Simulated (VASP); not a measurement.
# CdS (F-43m) in VASP: band structure with PBEsol

Aim: the band structure of CdS with PBEsol.

Everything below comes from runs of VASP 6.6.1. Logs are shortened: lines on timing, memory, paths and dates and some standing lists are left out, and cuts for length are marked.

**1. The crystal as given**

The structure is cubic, space group F-43m (No. 216). Conventional cell: a = 5.825 Å, b = 5.825 Å, c = 5.825 Å, α = 90.00°, β = 90.00°, γ = 90.00°. Around Cd (site symmetry -43m) lie 4 S at 2.52 Å. S (site symmetry -43m) is surrounded by 4 Cd at 2.52 Å.

**2. Band structure, PBEsol, non-collinear spin, zero start, spin-orbit coupling**

The input, POSCAR:

```
CdS
1.0
    0.0000000000      2.9122810000      2.9122810000
    2.9122810000      0.0000000000      2.9122810000
    2.9122810000      2.9122810000      0.0000000000
Cd S
1 1
Direct
    0.0000000000      0.0000000000      0.0000000000
    0.2500000000      0.2500000000      0.2500000000
```

The input, INCAR.step1:

```
SYSTEM = CdS
PREC = Accurate
ENCUT = 520
EDIFF = 1E-6
ISMEAR = 0
SIGMA = 0.02
LREAL = .False.
LASPH = .True.
NELM = 60
ALGO = Fast
ISIF = 2
LWAVE = .False.
LCHARG = .True.
MAGMOM = 0 0 0 0 0 0
LORBIT = 11
LSORBIT = .True.
GGA_COMPAT = .False.
GGA = PS
```

The input, KPOINTS.step1:

```
Automatic mesh
0
Gamma
  8 8 8
  0 0 0
```

The input, INCAR.step2:

```
SYSTEM = CdS
PREC = Accurate
ENCUT = 520
EDIFF = 1E-6
ISMEAR = 0
SIGMA = 0.05
LREAL = .False.
LASPH = .True.
NELM = 60
ALGO = Fast
ISIF = 2
LWAVE = .False.
LCHARG = .False.
MAGMOM = 0 0 0 0 0 0
LORBIT = 11
LSORBIT = .True.
GGA_COMPAT = .False.
GGA = PS
ICHARG = 11
```

The input, KPOINTS.step2:

```
path GXWKGLUWLK,UX
20
line-mode
reciprocal
 0.0000000000  0.0000000000  0.0000000000  G
 0.5000000000  0.0000000000  0.5000000000  X

 0.5000000000  0.0000000000  0.5000000000  X
 0.5000000000  0.2500000000  0.7500000000  W

 0.5000000000  0.2500000000  0.7500000000  W
 0.3750000000  0.3750000000  0.7500000000  K

 0.3750000000  0.3750000000  0.7500000000  K
 0.0000000000  0.0000000000  0.0000000000  G

 0.0000000000  0.0000000000  0.0000000000  G
 0.5000000000  0.5000000000  0.5000000000  L

 0.5000000000  0.5000000000  0.5000000000  L
 0.6250000000  0.2500000000  0.6250000000  U

 0.6250000000  0.2500000000  0.6250000000  U
 0.5000000000  0.2500000000  0.7500000000  W

 0.5000000000  0.2500000000  0.7500000000  W
 0.5000000000  0.5000000000  0.5000000000  L

 0.5000000000  0.5000000000  0.5000000000  L
 0.3750000000  0.3750000000  0.7500000000  K

 0.6250000000  0.2500000000  0.6250000000  U
 0.5000000000  0.0000000000  0.5000000000  X
```

Potentials or basis: VASP PAW PBE potentials, release 64 (Cd, S).

Launch:

```sh
$ cat potpaw_PBE.64/Cd/POTCAR potpaw_PBE.64/S/POTCAR > POTCAR
$ cp INCAR.step1 INCAR
$ cp KPOINTS.step1 KPOINTS
$ mpirun -np 1 vasp_ncl > vasp.out
$ cp INCAR.step2 INCAR
$ cp KPOINTS.step2 KPOINTS
$ mpirun -np 1 vasp_ncl > vasp.out
```

OUTCAR:

```text
SYSTEM = CdS
   PREC = Accurate
   ENCUT = 520
   EDIFF = 1E-6
   ISMEAR = 0
   LREAL = .False.
   LASPH = .True.
   NELM = 60
   ISIF = 2
   LORBIT = 11
   LSORBIT = .True.
   GGA = PS
   ICHARG = 11

 ion  position               nearest neighbor table
   1  0.000  0.000  0.000-   2 2.52   2 2.52   2 2.52   2 2.52
   2  0.250  0.250  0.250-   1 2.52   1 2.52   1 2.52   1 2.52

  LATTYP: Found a face centered cubic cell.
 ALAT       =     5.8245620000

  Lattice vectors:

 A1 = (   0.0000000000,   2.9122810000,   2.9122810000)
 A2 = (   2.9122810000,   0.0000000000,   2.9122810000)
 A3 = (   2.9122810000,   2.9122810000,   0.0000000000)

Analysis of symmetry for initial positions (statically):
=====================================================================
 Subroutine PRICEL returns:
 Original cell was already a primitive cell.

 Routine SETGRP: Setting up the symmetry group for a
 face centered cubic supercell.

 Subroutine GETGRP returns: Found 24 space group operations
 (whereof 24 operations were pure point group operations)
 out of a pool of 48 trial point group operations.

The static configuration has the point symmetry T_d .

Analysis of symmetry for dynamics (positions and initial velocities):
=====================================================================
 Subroutine PRICEL returns:
 Original cell was already a primitive cell.

 Routine SETGRP: Setting up the symmetry group for a
 face centered cubic supercell.

 Subroutine GETGRP returns: Found 24 space group operations
 (whereof 24 operations were pure point group operations)
 out of a pool of 48 trial point group operations.

The dynamic configuration has the point symmetry T_d .

Analysis of structural, dynamic, and magnetic symmetry:
=====================================================================
 Subroutine PRICEL returns:
 Original cell was already a primitive cell.

 Routine SETGRP: Setting up the symmetry group for a
 face centered cubic supercell.

 Subroutine GETGRP returns: Found 24 space group operations
 (whereof 24 operations were pure point group operations)
 out of a pool of 48 trial point group operations.

The overall configuration has the point symmetry T_d .

 Subroutine INISYM returns: Found 24 space group operations
 (whereof 24 operations are pure point group operations),
 and found     1 'primitive' translations

----------------------------------------------------------------------------------------

                                     Primitive cell

  volume of cell :      49.4003

  direct lattice vectors                    reciprocal lattice vectors
     0.000000000  2.912281000  2.912281000    -0.171686729  0.171686729  0.171686729
     2.912281000  0.000000000  2.912281000     0.171686729 -0.171686729  0.171686729
     2.912281000  2.912281000  0.000000000     0.171686729  0.171686729 -0.171686729

  length of vectors
     4.118587288  4.118587288  4.118587288     0.297370138  0.297370138  0.297370138

  position of ions in fractional coordinates (direct lattice)
     0.000000000  0.000000000  0.000000000
     0.250000000  0.250000000  0.250000000

  ion indices of the primitive-cell ions
   primitive index   ion index
                 1           1
                 2           2

----------------------------------------------------------------------------------------

 KPOINTS: path GXWKGLUWLK,UX

Interpolating k-points between supplied coordinates.

 Line segments in fractional coordinates (reciprocal lattice):
    0.000000  0.000000  0.000000  ...  0.500000  0.000000  0.500000
    0.500000  0.000000  0.500000  ...  0.500000  0.250000  0.750000
[... 70 lines left out ...]
   EFERMI =   0.00;   METHOD = LEGACY
   ISMEAR =     0;   SIGMA  =   0.05  broadening in eV -4-tet -1-fermi 0-gaus
   EFERMI_NEDOS =   21; number of points for ismear=-14 and -15
   IALGO  =     68    algorithm
   IMIX   =      4    mixing-type and parameters
     AMIX     =   0.40;   BMIX     =  1.00
     AMIX_MAG =   1.60;   BMIX_MAG =  1.00
  volume/ion in A,a.u.               =      24.70       166.68
  Fermi-wavevector in a.u.,A,eV,Ry     =   1.169290  2.209638 18.602431  1.367240
  Thomas-Fermi vector in A             =   2.305765
   LORBIT       =     11    0 simple, 1 ext, 2 COOP (PROOUT), +10 PAW based schemes
   GGA     = PS    functional components
   LHFCALC =     F    Hartree Fock is set to
   AEXX    =    0.0000 exact exchange contribution
   IVDW    =     0    specifies the selected vdW correction
   LEPSILON=     F    determine dielectric tensor
   LRPA    =     F    only Hartree local field effects (RPA)
 RMM-DIIS sequential band-by-band and
 Gauss-broadening in eV      SIGMA  =   0.05
  energy-cutoff  :      520.00
  volume of cell :       49.40
 maximum number of plane-waves:      2726
 NGX is ok and might be reduce to    32

 number of electron      18.0000004 magnetization       0.0000000     -0.0000000     -0.0000000

 Free energy of the ion-electron system (eV)
  ---------------------------------------------------
  ext. energy  EPLUGINS =         0.00000000
  ---------------------------------------------------
  free energy    TOTEN  =        -7.08909993 eV

  energy without entropy =       -7.08909993  energy(sigma->0) =       -7.08909993

 E-fermi :   1.5375     XC(G=0):  -9.3987

 val. band max:        1.2627481329   @ k =   0.0000   0.0000   0.0000
 cond. band min:       2.2662133303   @ k =   0.0000   0.0000   0.0000
 fundamental gap:      1.0034651973
 Fermi energy:         1.5374846615

 k-point     1 :       0.0000    0.0000    0.0000
  band No.  band energies     occupation
      1     -11.1638      1.00000
      2     -11.1638      1.00000
      3      -6.7548      1.00000
      4      -6.7548      1.00000
      5      -6.7548      1.00000
      6      -6.7548      1.00000
[... 685 lines left out ...]
     25      11.5952      0.00000
     26      11.7175      0.00000

 [... further k-points ...]

------------------------ aborting loop because EDIFF is reached ----------------------------------------

  FORCE on cell =-STRESS in cart. coord.  units (eV):
  Direction    XX          YY          ZZ          XY          YZ          ZX
  --------------------------------------------------------------------------------------
  -------------------------------------------------------------------------------------
  Total       -0.5649994     -0.5649994     -0.5649994     -0.0000000      0.0000000     -0.0000000
  in kB      -18.3243561    -18.3243561    -18.3243561     -0.0000000      0.0000000     -0.0000000
  external PRESSURE =     -18.3243561 kB  Pullay stress =       0.0000000 kB

 VOLUME and BASIS-vectors are now :
 -----------------------------------------------------------------------------
  energy-cutoff  :      520.00
  volume of cell :       49.40
      direct lattice vectors                 reciprocal lattice vectors
     0.000000000  2.912281000  2.912281000    -0.171686729  0.171686729  0.171686729
     2.912281000  0.000000000  2.912281000     0.171686729 -0.171686729  0.171686729
     2.912281000  2.912281000  0.000000000     0.171686729  0.171686729 -0.171686729

 POSITION                                       TOTAL-FORCE (eV/Angst)
 -----------------------------------------------------------------------------------
      0.00000      0.00000      0.00000         0.000000     -0.000000      0.000000
      1.45614      1.45614      1.45614        -0.000000      0.000000     -0.000000
 -----------------------------------------------------------------------------------
    total drift:                                0.000000      0.000000      0.000000

  FREE ENERGIE OF THE ION-ELECTRON SYSTEM (eV)
  ---------------------------------------------------
  free  energy   TOTEN  =        -7.0890999346 eV

  energy  without entropy=       -7.0890999346  energy(sigma->0) =       -7.08909993

 Spin-Orbit-Coupling matrix elements

 Ion:    1  E_soc:     -0.0578315
 l=   1
     0.0000000    -0.0025433    -0.0025433
    -0.0025433     0.0000000    -0.0025433
    -0.0025433    -0.0025433     0.0000000
 l=   2
     0.0000000    -0.0014552     0.0000000    -0.0014552    -0.0056400
    -0.0014552     0.0000000    -0.0042300    -0.0014552    -0.0014100
     0.0000000    -0.0042300     0.0000000    -0.0042300     0.0000000
    -0.0014552    -0.0014552    -0.0042300     0.0000000    -0.0014100
    -0.0056400    -0.0014100     0.0000000    -0.0014100     0.0000000
 l=   3
     0.0000000     0.0000000     0.0000000     0.0000000     0.0000000     0.0000000     0.0000000
     0.0000000     0.0000000     0.0000000     0.0000000     0.0000000     0.0000000     0.0000000
     0.0000000     0.0000000     0.0000000     0.0000000     0.0000000     0.0000000     0.0000000
     0.0000000     0.0000000     0.0000000     0.0000000     0.0000000     0.0000000     0.0000000
     0.0000000     0.0000000     0.0000000     0.0000000     0.0000000     0.0000000     0.0000000
     0.0000000     0.0000000     0.0000000     0.0000000     0.0000000     0.0000000     0.0000000
     0.0000000     0.0000000     0.0000000     0.0000000     0.0000000     0.0000000     0.0000000

 Ion:    2  E_soc:     -0.0020625
 l=   1
     0.0000000    -0.0003437    -0.0003437
    -0.0003437     0.0000000    -0.0003437
    -0.0003437    -0.0003437     0.0000000
 l=   2
     0.0000000     0.0000000     0.0000000     0.0000000     0.0000000
     0.0000000     0.0000000     0.0000000     0.0000000     0.0000000
     0.0000000     0.0000000     0.0000000     0.0000000     0.0000000
     0.0000000     0.0000000     0.0000000     0.0000000     0.0000000
     0.0000000     0.0000000     0.0000000     0.0000000     0.0000000
 l=   3
     0.0000000     0.0000000     0.0000000     0.0000000     0.0000000     0.0000000     0.0000000
     0.0000000     0.0000000     0.0000000     0.0000000     0.0000000     0.0000000     0.0000000
     0.0000000     0.0000000     0.0000000     0.0000000     0.0000000     0.0000000     0.0000000
     0.0000000     0.0000000     0.0000000     0.0000000     0.0000000     0.0000000     0.0000000
     0.0000000     0.0000000     0.0000000     0.0000000     0.0000000     0.0000000     0.0000000
     0.0000000     0.0000000     0.0000000     0.0000000     0.0000000     0.0000000     0.0000000
     0.0000000     0.0000000     0.0000000     0.0000000     0.0000000     0.0000000     0.0000000

 total charge

# of ion       s       p       d       tot
------------------------------------------
    1        0.429   0.339   9.555  10.322
    2        1.311   2.382   0.000   3.693
--------------------------------------------------
tot          1.740   2.721   9.555  14.016

 magnetization (x)

# of ion       s       p       d       tot
------------------------------------------
    1        0.000   0.000  -0.000   0.000
    2        0.000   0.000   0.000   0.000
--------------------------------------------------
tot          0.000   0.000  -0.000   0.000

 magnetization (y)

# of ion       s       p       d       tot
------------------------------------------
    1       -0.000   0.000  -0.000   0.000
    2        0.000  -0.000   0.000  -0.000
--------------------------------------------------
tot         -0.000  -0.000  -0.000  -0.000

 magnetization (z)

# of ion       s       p       d       tot
------------------------------------------
    1        0.000   0.000   0.000   0.000
    2        0.000   0.000   0.000   0.000
--------------------------------------------------
tot          0.000   0.000   0.000   0.000
```

It took 7.8 min on 1 thread of Intel Xeon Platinum 8259CL at 2.50GHz (Skylake/Cascade Lake), shared host; peak memory 0.55 GiB.

Results:

- Net moment: 0.00 μB per cell

Moments on the atoms (μB; x, y, z):
```
Cd  0.00 0.00 0.00
S   0.00 0.00 0.00
```

Caveat: the log is that of the step along the path at fixed density, whose energy, stress, charges and moments have no meaning; the PAW data sets were made with another functional, which shifts forces and pressure a little.
